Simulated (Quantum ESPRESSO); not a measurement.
# CeO2 (Fm-3m) in Quantum ESPRESSO: notebook

The runs below take CeO2 through single point, with PBE+U.

All numbers are computed with Quantum ESPRESSO 7.5; they aren't measurements. Logs are shortened: lines on timing, memory, paths and dates and some standing lists are left out, and cuts for length are marked.

**1. The crystal as given**

Symmetry: Fm-3m, No. 225, cubic system. Conventional cell: a = 5.407 Å, b = 5.407 Å, c = 5.407 Å, α = 90.00°, β = 90.00°, γ = 90.00°. Ce (site symmetry m-3m) is surrounded by 8 O at 2.34 Å. Around O (site symmetry -43m) lie 4 Ce at 2.34 Å.

**2. Single point, PBE+U, collinear spin, ferromagnetic start**

pw.in reads:

```
&CONTROL
  calculation = 'scf'
  prefix = 'pwscf'
  outdir = './tmp'
  pseudo_dir = './pseudo'
  tprnfor = .true.
  tstress = .true.
  disk_io = 'low'
/
&SYSTEM
  ibrav = 0
  A = 3.8235385
  nat = 3
  ntyp = 2
  ecutwfc = 55
  ecutrho = 440
  nbnd = 22
  occupations = 'smearing'
  smearing = 'fd'
  degauss = 0.00367493
  nspin = 2
  starting_magnetization(1) = 0.0833
  starting_magnetization(2) = 0
/
&ELECTRONS
  conv_thr = 6d-10
  electron_maxstep = 120
  mixing_beta = 0.3
/
ATOMIC_SPECIES
Ce   140.1160 Ce.paw.z_12.atompaw.wentzcovitch.v1.2.upf
O     15.9990 O.pbe-n-kjpaw_psl.0.1.UPF
CELL_PARAMETERS alat
   0.0000000000    0.7071067808    0.7071067808
   0.7071067808    0.0000000000    0.7071067808
   0.7071067808    0.7071067808    0.0000000000
ATOMIC_POSITIONS alat
Ce     0.0000000000    0.0000000000    0.0000000000
O      1.0606601712    1.0606601712    1.0606601712
O      0.3535533904    0.3535533904    0.3535533904
K_POINTS automatic
9 9 9 0 0 0
HUBBARD {atomic}
U Ce-4f 1.0
```

pp_density.in reads:

```
&INPUTPP
  prefix = 'pwscf'
  outdir = './tmp'
  filplot = 'density.dat'
  plot_num = 0
/
&PLOT
  nfile = 1
  filepp(1) = 'density.dat'
  iflag = 3
  output_format = 6
  fileout = 'density.cube'
/
```

pp_potential.in reads:

```
&INPUTPP
  prefix = 'pwscf'
  outdir = './tmp'
  filplot = 'potential.dat'
  plot_num = 11
/
&PLOT
  nfile = 1
  filepp(1) = 'potential.dat'
  iflag = 3
  output_format = 6
  fileout = 'potential.cube'
/
```

pp_spin.in reads:

```
&INPUTPP
  prefix = 'pwscf'
  outdir = './tmp'
  filplot = 'spin.dat'
  plot_num = 6
/
&PLOT
  nfile = 1
  filepp(1) = 'spin.dat'
  iflag = 3
  output_format = 6
  fileout = 'spin.cube'
/
```

Potentials or basis: SSSP 1.3 efficiency PBE.

The run is started by

```sh
OMP_NUM_THREADS=1 pw.x -in pw.in > pw.out
OMP_NUM_THREADS=1 pp.x -in pp_density.in > pp_density.out
OMP_NUM_THREADS=1 pp.x -in pp_potential.in > pp_potential.out
OMP_NUM_THREADS=1 pp.x -in pp_spin.in > pp_spin.out
```

pw.out:

```text
This program is part of the open-source Quantum ESPRESSO suite
     for quantum simulation of materials; please cite
         "P. Giannozzi et al., J. Phys.:Condens. Matter 21 395502 (2009);
         "P. Giannozzi et al., J. Phys.:Condens. Matter 29 465901 (2017);
         "P. Giannozzi et al., J. Chem. Phys. 152 154105 (2020);
     in publications or presentations arising from this work. More details at

     file Ce.paw.z_12.atompaw.wentzcovitch.v1.2.upf: wavefunction(s)  6S 0P 5D 0D 4F 0F renormalized
     file O.pbe-n-kjpaw_psl.0.1.UPF: wavefunction(s)  2P renormalized
     Message from routine setup:
     using ibrav=0 with symmetry is DISCOURAGED, use correct ibrav instead

     G-vector sticks info
     --------------------
     sticks:   dense  smooth     PW     G-vecs:    dense   smooth      PW
     Sum        1585     793    241                41559    14649    2445

     Using Slab Decomposition

     bravais-lattice index     =            0
     lattice parameter (alat)  =       7.2254  a.u.
     unit-cell volume          =     266.7338 (a.u.)^3
     number of atoms/cell      =            3
     number of atomic types    =            2
     number of electrons       =        24.00
     number of Kohn-Sham states=           22
     kinetic-energy cutoff     =      55.0000  Ry
     charge density cutoff     =     440.0000  Ry
     scf convergence threshold =      6.0E-10
     mixing beta               =       0.3000
     number of iterations used =            8  plain     mixing
     Exchange-correlation= SLA  PW   PBX  PBC
                           (   1   4   3   4   0   0   0)
     Hubbard projectors: atomic
     Hubbard parameters of DFT+U (Dudarev formulation) in eV:
     U(Ce-4f) =  1.0000

     Internal variables: lda_plus_u =T, lda_plus_u_kind = 0

     Internal variables: orbital_resolved =F, hub_pot_fix =F, apply_U = F

     celldm(1)=   7.225441  celldm(2)=   0.000000  celldm(3)=   0.000000
     celldm(4)=   0.000000  celldm(5)=   0.000000  celldm(6)=   0.000000

     crystal axes: (cart. coord. in units of alat)
               a(1) = (   0.000000   0.707107   0.707107 )
               a(2) = (   0.707107   0.000000   0.707107 )
               a(3) = (   0.707107   0.707107   0.000000 )

     reciprocal axes: (cart. coord. in units 2 pi/alat)
               b(1) = ( -0.707107  0.707107  0.707107 )
               b(2) = (  0.707107 -0.707107  0.707107 )
               b(3) = (  0.707107  0.707107 -0.707107 )

     PseudoPot. # 1 for Ce read from file:
     Ce.paw.z_12.atompaw.wentzcovitch.v1.2.upf
     Pseudo is Projector augmented-wave + core cor, Zval = 12.0
     Generated using ATOMPAW code
     Shape of augmentation charge: BESSEL
     Using radial grid of 1102 points,  8 beta functions with:
                l(1) =   0
                l(2) =   0
                l(3) =   1
                l(4) =   1
                l(5) =   2
                l(6) =   2
                l(7) =   3
                l(8) =   3
     Q(r) pseudized with 0 coefficients

     PseudoPot. # 2 for O  read from file:
     O.pbe-n-kjpaw_psl.0.1.UPF
     Pseudo is Projector augmented-wave + core cor, Zval =  6.0
     Generated using "atomic" code by A. Dal Corso  v.5.0.99 svn rev. 10869
     Shape of augmentation charge: BESSEL
     Using radial grid of 1095 points,  4 beta functions with:
                l(1) =   0
                l(2) =   0
                l(3) =   1
                l(4) =   1
     Q(r) pseudized with 0 coefficients

     atomic species   valence    mass     pseudopotential
     Ce               12.00   140.11600     Ce( 1.00)
     O                 6.00    15.99900     O ( 1.00)

     Starting magnetic structure
     atomic species   magnetization
     Ce              0.083
     O               0.000

     48 Sym. Ops., with inversion, found

   Cartesian axes

     site n.     atom                  positions (alat units)
         1        Ce     tau(   1) = (   0.0000000   0.0000000   0.0000000  )
         2        O      tau(   2) = (   1.0606602   1.0606602   1.0606602  )
         3        O      tau(   3) = (   0.3535534   0.3535534   0.3535534  )

     number of k points=    35  Fermi-Dirac smearing, width (Ry)=  0.0037
                       cart. coord. in units 2pi/alat
        k(    1) = (   0.0000000   0.0000000   0.0000000), wk =   0.0013717
        k(    2) = (   0.0785674   0.0785674  -0.0785674), wk =   0.0109739
        k(    3) = (   0.1571348   0.1571348  -0.1571348), wk =   0.0109739
        k(    4) = (   0.2357023   0.2357023  -0.2357023), wk =   0.0109739
        k(    5) = (   0.3142697   0.3142697  -0.3142697), wk =   0.0109739
        k(    6) = (   0.1571348  -0.0000000   0.0000000), wk =   0.0082305
[... 27 lines left out ...]
        k(   34) = (  -0.0000000  -0.4714045   0.6285394), wk =   0.0329218
        k(   35) = (  -0.0785674  -0.3928371   0.7071068), wk =   0.0329218

     Dense  grid:    41559 G-vectors     FFT dimensions: (  50,  50,  50)

     Smooth grid:    14649 G-vectors     FFT dimensions: (  36,  36,  36)

     Generating pointlists ...
     new r_m :   0.2526 (alat units)  1.8252 (a.u.) for type    1
     new r_m :   0.2526 (alat units)  1.8252 (a.u.) for type    2

     Initial potential from superposition of free atoms

     starting charge      23.9930, renormalised to      24.0000

     STARTING HUBBARD OCCUPATIONS:

     =================== HUBBARD OCCUPATIONS ===================
     ------------------------ ATOM    1 ------------------------
     Tr[ns(  1)] (up, down, total) =   1.00000  0.00000  1.00000
     Atomic magnetic moment for atom   1 =   1.00000
     SPIN  1
     eigenvalues:
       0.143  0.143  0.143  0.143  0.143  0.143  0.143
     eigenvectors (columns):
       1.000  0.000  0.000  0.000  0.000  0.000  0.000
       0.000  1.000  0.000  0.000  0.000  0.000  0.000
       0.000  0.000  1.000  0.000  0.000  0.000  0.000
       0.000  0.000  0.000  1.000  0.000  0.000  0.000
       0.000  0.000  0.000  0.000  1.000  0.000  0.000
       0.000  0.000  0.000  0.000  0.000  1.000  0.000
       0.000  0.000  0.000  0.000  0.000  0.000  1.000
     occupation matrix ns (before diag.):
       0.143  0.000  0.000  0.000  0.000  0.000  0.000
       0.000  0.143  0.000  0.000  0.000  0.000  0.000
       0.000  0.000  0.143  0.000  0.000  0.000  0.000
       0.000  0.000  0.000  0.143  0.000  0.000  0.000
       0.000  0.000  0.000  0.000  0.143  0.000  0.000
[... 7 lines left out ...]
       0.000  1.000  0.000  0.000  0.000  0.000  0.000
       0.000  0.000  1.000  0.000  0.000  0.000  0.000
       0.000  0.000  0.000  1.000  0.000  0.000  0.000
       0.000  0.000  0.000  0.000  1.000  0.000  0.000
       0.000  0.000  0.000  0.000  0.000  1.000  0.000
       0.000  0.000  0.000  0.000  0.000  0.000  1.000
     occupation matrix ns (before diag.):
       0.000  0.000  0.000  0.000  0.000  0.000  0.000
       0.000  0.000  0.000  0.000  0.000  0.000  0.000
       0.000  0.000  0.000  0.000  0.000  0.000  0.000
       0.000  0.000  0.000  0.000  0.000  0.000  0.000
       0.000  0.000  0.000  0.000  0.000  0.000  0.000
       0.000  0.000  0.000  0.000  0.000  0.000  0.000
       0.000  0.000  0.000  0.000  0.000  0.000  0.000

     Number of occupied Hubbard levels =    1.0000

     Atomic wfc used for Hubbard projectors are NOT orthogonalized

     Starting wfcs are   40 randomized atomic wfcs

     Self-consistent Calculation

     iteration #  1     ecut=    55.00 Ry     beta= 0.30
     Davidson diagonalization with overlap
     ethr =  1.00E-02,  avg # of iterations =  2.1

     =================== HUBBARD OCCUPATIONS ===================
     ------------------------ ATOM    1 ------------------------
     Tr[ns(  1)] (up, down, total) =   0.22130  0.20460  0.42591
     Atomic magnetic moment for atom   1 =   0.01670
     SPIN  1
     eigenvalues:
       0.023  0.023  0.023  0.026  0.026  0.026  0.074
     eigenvectors (columns):
      -0.000  0.000 -0.000 -0.203 -0.960  0.195 -0.000
       0.011 -0.176  0.771  0.461 -0.171 -0.365 -0.000
       0.730  0.299  0.058  0.384  0.016  0.477 -0.000
       0.385 -0.898 -0.211  0.000 -0.000 -0.000 -0.000
       0.000 -0.000  0.000  0.000 -0.000  0.000  1.000
       0.008 -0.137  0.597 -0.595  0.221  0.471 -0.000
      -0.565 -0.232 -0.045  0.495  0.020  0.616 -0.000
     occupation matrix ns (before diag.):
       0.026  0.000  0.000  0.000 -0.000  0.000  0.000
       0.000  0.024  0.000  0.000  0.000 -0.001 -0.000
       0.000  0.000  0.024 -0.000 -0.000  0.000  0.001
       0.000  0.000 -0.000  0.023 -0.000 -0.000  0.000
      -0.000  0.000 -0.000 -0.000  0.074 -0.000 -0.000
[... 7 lines left out ...]
      -0.304 -0.090  0.724 -0.510  0.207 -0.268  0.000
      -0.173  0.771  0.023 -0.291 -0.017  0.539 -0.000
      -0.897 -0.190 -0.400 -0.000  0.000  0.000 -0.000
      -0.000  0.000  0.000  0.000  0.000  0.000  1.000
      -0.236 -0.069  0.561  0.658 -0.268  0.346 -0.000
       0.134 -0.597 -0.018 -0.375 -0.022  0.696 -0.000
     occupation matrix ns (before diag.):
       0.025  0.000  0.000  0.000 -0.000  0.000  0.000
       0.000  0.022  0.000  0.000  0.000 -0.002 -0.000
       0.000  0.000  0.022  0.000 -0.000  0.000  0.002
       0.000  0.000  0.000  0.021 -0.000 -0.000  0.000
      -0.000  0.000 -0.000 -0.000  0.067 -0.000 -0.000
       0.000 -0.002  0.000 -0.000 -0.000  0.023  0.000
       0.000 -0.000  0.002  0.000 -0.000  0.000  0.023

     Number of occupied Hubbard levels =    0.4259

     total energy              =    -565.42710556 Ry
     estimated scf accuracy    <       1.62796809 Ry

     total magnetization       =     0.00 Bohr mag/cell
     absolute magnetization    =     0.08 Bohr mag/cell
[... 141 lines left out ...]
     iteration # 16     ecut=    55.00 Ry     beta= 0.30
     Davidson diagonalization with overlap
     ethr =  5.99E-11,  avg # of iterations =  1.5

     Magnetic moment per site  (integrated on atomic sphere of radius R)
     atom   1 (R=0.253)  charge=  7.0970  magn=  0.0000
     atom   2 (R=0.253)  charge=  6.2141  magn= -0.0000
     atom   3 (R=0.253)  charge=  6.2141  magn= -0.0000

     End of self-consistent calculation

     =================== HUBBARD OCCUPATIONS ===================
     ------------------------ ATOM    1 ------------------------
     Tr[ns(  1)] (up, down, total) =   0.62934  0.62933  1.25868
     Atomic magnetic moment for atom   1 =   0.00001
     SPIN  1
     eigenvalues:
       0.059  0.059  0.059  0.086  0.086  0.086  0.196
     eigenvectors (columns):
       0.000 -0.000 -0.000 -0.293 -0.947 -0.130  0.000
      -0.251 -0.307  0.684  0.530 -0.196  0.235 -0.000
      -0.093  0.729  0.292  0.248 -0.000 -0.560  0.000
      -0.941  0.016 -0.339  0.000 -0.000  0.000  0.000
      -0.000  0.000  0.000 -0.000 -0.000 -0.000 -1.000
      -0.195 -0.237  0.530 -0.685  0.254 -0.303  0.000
       0.072 -0.564 -0.227  0.320  0.000 -0.723  0.000
     occupation matrix ns (before diag.):
       0.086  0.000  0.000  0.000 -0.000  0.000  0.000
       0.000  0.069  0.000  0.000  0.000 -0.013 -0.000
       0.000  0.000  0.069  0.000 -0.000  0.000  0.013
       0.000  0.000  0.000  0.059 -0.000 -0.000  0.000
      -0.000  0.000 -0.000 -0.000  0.196 -0.000 -0.000
[... 7 lines left out ...]
       0.144  0.061  0.775 -0.532 -0.120  0.279 -0.000
       0.154 -0.775  0.032 -0.297  0.090 -0.528  0.000
       0.964  0.184 -0.194 -0.000 -0.000 -0.000  0.000
       0.000 -0.000  0.000 -0.000 -0.000 -0.000 -1.000
       0.112  0.047  0.600  0.687  0.154 -0.360  0.000
      -0.119  0.600 -0.025 -0.383  0.116 -0.682  0.000
     occupation matrix ns (before diag.):
       0.086  0.000  0.000  0.000 -0.000  0.000  0.000
       0.000  0.069  0.000  0.000  0.000 -0.013 -0.000
       0.000  0.000  0.069  0.000 -0.000  0.000  0.013
       0.000  0.000  0.000  0.059 -0.000 -0.000  0.000
      -0.000  0.000 -0.000 -0.000  0.196 -0.000 -0.000
       0.000 -0.013  0.000 -0.000 -0.000  0.076  0.000
       0.000 -0.000  0.013  0.000 -0.000  0.000  0.076

     Number of occupied Hubbard levels =    1.2587

 ------ SPIN UP ------------

          k = 0.0000 0.0000 0.0000 (  1837 PWs)   bands (ev):

   -21.5930  -5.2893  -4.2900  -3.6975  -3.6975  -3.6975   7.1498   7.1498
     7.1498  10.5060  10.5060  10.5060  13.4065  13.4065  13.4065  13.5016
    13.9905  13.9905  13.9905  17.0529  17.0529  18.0431
[... 201 lines left out ...]
   -21.3178  -7.1502  -6.7644  -4.2897  -2.1672  -1.6309   8.1150   8.7900
     9.7072  10.0400  10.2946  10.5971  13.1393  13.2600  13.2653  13.4586
    13.5277  13.5333  14.1059  17.3176  18.5581  19.9969

 ------ SPIN DOWN ----------

          k = 0.0000 0.0000 0.0000 (  1837 PWs)   bands (ev):

   -21.5931  -5.2893  -4.2900  -3.6975  -3.6975  -3.6975   7.1498   7.1498
     7.1498  10.5060  10.5060  10.5060  13.4065  13.4065  13.4065  13.5016
    13.9905  13.9905  13.9905  17.0529  17.0529  18.0431
[... 201 lines left out ...]
   -21.3178  -7.1503  -6.7644  -4.2898  -2.1672  -1.6309   8.1150   8.7900
     9.7072  10.0400  10.2946  10.5971  13.1393  13.2600  13.2653  13.4586
    13.5277  13.5333  14.1059  17.3176  18.5581  19.9965

     the Fermi energy is    12.0266 ev

!    total energy              =    -565.79581938 Ry
     total all-electron energy =      -783.489604 Ry
     estimated scf accuracy    <          3.7E-10 Ry
     smearing contrib. (-TS)   =      -0.00000000 Ry
     internal energy E=F+TS    =    -565.79581938 Ry

     The total energy is F=E-TS. E is the sum of the following terms:
     one-electron contribution =     -10.41700565 Ry
     hartree contribution      =      24.33076627 Ry
     xc contribution           =     -28.79684813 Ry
     ewald contribution        =    -127.19791849 Ry
     Hubbard energy            =       0.04104649 Ry
     one-center paw contrib.   =    -423.75585987 Ry

     total magnetization       =     0.00 Bohr mag/cell
     absolute magnetization    =     0.00 Bohr mag/cell

     convergence has been achieved in  16 iterations

     Forces acting on atoms (cartesian axes, Ry/au):

     atom    1 type  1   force =     0.00000000   -0.00000000   -0.00000000
     atom    2 type  2   force =     0.00000000   -0.00000000   -0.00000000
     atom    3 type  2   force =     0.00000000    0.00000000    0.00000000

     Total force =     0.000000     Total SCF correction =     0.000000

     Computing stress (Cartesian axis) and pressure

          total   stress  (Ry/bohr**3)                   (kbar)     P=       73.09
   0.00049687  -0.00000000   0.00000000           73.09       -0.00        0.00
  -0.00000000   0.00049687  -0.00000000           -0.00       73.09       -0.00
   0.00000000  -0.00000000   0.00049687            0.00       -0.00       73.09

=------------------------------------------------------------------------------=
   JOB DONE.
=------------------------------------------------------------------------------=
```

Run time: 82 s. Hardware: 1 thread of Intel Xeon 6975P-C (Granite Rapids), shared host; peak memory 0.5 GiB.

Results:

```
Free energy                                           : -7698.0443 eV
Pressure                                              : 7.3 GPa
Band gap on the k mesh                                : 2.04 eV, indirect (least direct gap 2.11 eV)
Net moment                                            : 0.00 μB per cell
Absolute moment                                       : 0.00 μB per cell
Valence electrons inside the program's atomic spheres : Ce 7.10; O 6.21
```

Levels at points of the mesh, in eV from the valence-band top:
Spin up:
```csv
k point,band 10,band 11,band 12,band 13,band 14,band 15
"(0.00, 0.00, 0.00)",-0.53,-0.53,-0.53,2.37,2.37,2.37
```
Spin down:
| k point | band 8 | band 9 | band 10 | band 11 | band 12 | band 13 | band 14 | band 15 | band 16 | band 17 |
| --- | --- | --- | --- | --- | --- | --- | --- | --- | --- | --- |
| (0.00, 0.00, 0.00) | -3.89 | -3.89 | -0.53 | -0.53 | -0.53 | 2.37 | 2.37 | 2.37 | 2.46 | 2.95 |

Eigenvalues of the final occupation matrices:
```tsv
site	spin	trace	eigenvalues
Ce 1 4f	1	0.63	0.06 0.06 0.06 0.09 0.09 0.09 0.20
Ce 1 4f	2	0.63	0.06 0.06 0.06 0.09 0.09 0.09 0.20
```

Caveat: the magnetic or orbital state may not be the lowest; spin-orbit coupling is left out, which moves the levels of the heavy elements; an odd mesh through Γ misses points on the zone boundary, where band edges often lie. The state reached can hang on the start; a lower one may exist.

**3. Single point, PBE+U, collinear spin, ferromagnetic start**

Changes to pw.in since step 2:

```diff
@@ -43,2 +43,2 @@
 HUBBARD {atomic}
-U Ce-4f 1.0
+U Ce-4f 2.0
```

pp_density.in is that of step 2.

pp_potential.in is that of step 2.

pp_spin.in is that of step 2.

Potentials or basis: SSSP 1.3 efficiency PBE.

The run is started by

```sh
OMP_NUM_THREADS=1 pw.x -in pw.in > pw.out
OMP_NUM_THREADS=1 pp.x -in pp_density.in > pp_density.out
OMP_NUM_THREADS=1 pp.x -in pp_potential.in > pp_potential.out
OMP_NUM_THREADS=1 pp.x -in pp_spin.in > pp_spin.out
```

Wall time 76 s (1 thread of Intel Xeon 6975P-C (Granite Rapids), shared host); peak memory 0.51 GiB.

Results (log left out):

```
Free energy                                           : -7697.4994 eV
Pressure                                              : 8.1 GPa
Band gap on the k mesh                                : 2.07 eV, indirect (least direct gap 2.16 eV)
Net moment                                            : 0.00 μB per cell
Absolute moment                                       : 0.00 μB per cell
Valence electrons inside the program's atomic spheres : Ce 7.08; O 6.22
```

Levels at points of the mesh, in eV from the valence-band top:
Spin up:
| k point | band 8 | band 9 | band 10 | band 11 | band 12 | band 13 | band 14 | band 15 | band 16 | band 17 |
| --- | --- | --- | --- | --- | --- | --- | --- | --- | --- | --- |
| (0.00, 0.00, 0.00) | -3.94 | -3.94 | -0.50 | -0.50 | -0.50 | 2.34 | 2.41 | 2.41 | 2.41 | 2.92 |
Spin down:
| k point | band 10 | band 11 | band 12 | band 13 | band 14 | band 15 |
| --- | --- | --- | --- | --- | --- | --- |
| (0.00, 0.00, 0.00) | -0.50 | -0.50 | -0.50 | 2.34 | 2.41 | 2.41 |

Eigenvalues of the final occupation matrices:
```tsv
site	spin	trace	eigenvalues
Ce 1 4f	1	0.60	0.05 0.05 0.05 0.08 0.08 0.08 0.20
Ce 1 4f	2	0.60	0.05 0.05 0.05 0.08 0.08 0.08 0.20
```

Caveat: the magnetic or orbital state may not be the lowest; spin-orbit coupling is left out, which moves the levels of the heavy elements; an odd mesh through Γ misses points on the zone boundary, where band edges often lie. The state reached can hang on the start; a lower one may exist.

(Continued in part 2 of 2.)
